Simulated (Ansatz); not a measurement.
Crystal: Ir.

```
CELL_PARAMETERS angstrom
0.00000 1.91560 1.91560
1.91560 0.00000 1.91560
1.91560 1.91560 0.00000
ATOMIC_POSITIONS crystal
Ir 0.00000 0.00000 0.00000
```

| Item | Value |
| --- | --- |
| Program | Ansatz 0.2.0 |
| Task | relaxation of cell and atoms |
| Functional | HSEsol |
| Potentials or basis | Ansatz PAW |
| Cutoff | 420 eV (not typed: the program's choice for these potentials) |
| k mesh | 6 × 6 × 6 |
| Occupations | fermi-dirac, width 0.05 eV |
| Spin | no spin polarisation |

At the start: volume 14.06 Å³/atom.

Problem. Where does the relaxation end?

Solution. It ends after 4 steps and the volume is 13.76 Å³/atom (-2.2 %); space group Fm-3m (No. 225, to 0.05 Å).

The path:
```csv
step,energy change (eV),largest force (eV/Å),volume (Å³)
1,0.0000,0.0000,14.06
2,-0.0084,0.0000,13.78
3,-0.0085,0.0000,13.76
4,-0.0084,0.0000,13.76
```

Final structure:
```
Ir
1.0
     0.00000    1.90175    1.90175
     1.90175    0.00000    1.90175
     1.90175    1.90175    0.00000
Ir
1
Direct
  0.00000 0.00000 0.00000
```

Caveat: the k mesh is coarse (spacing up to 0.47 Å⁻¹), so the values aren't converged, least of all with exact exchange; the plane-wave basis is chosen anew once the cell has moved, so the energies of steps on either side of that aren't comparable; the PAW data sets come from PBE, with cores solved anew for the run's functional, which leaves a small shift of forces and pressure.
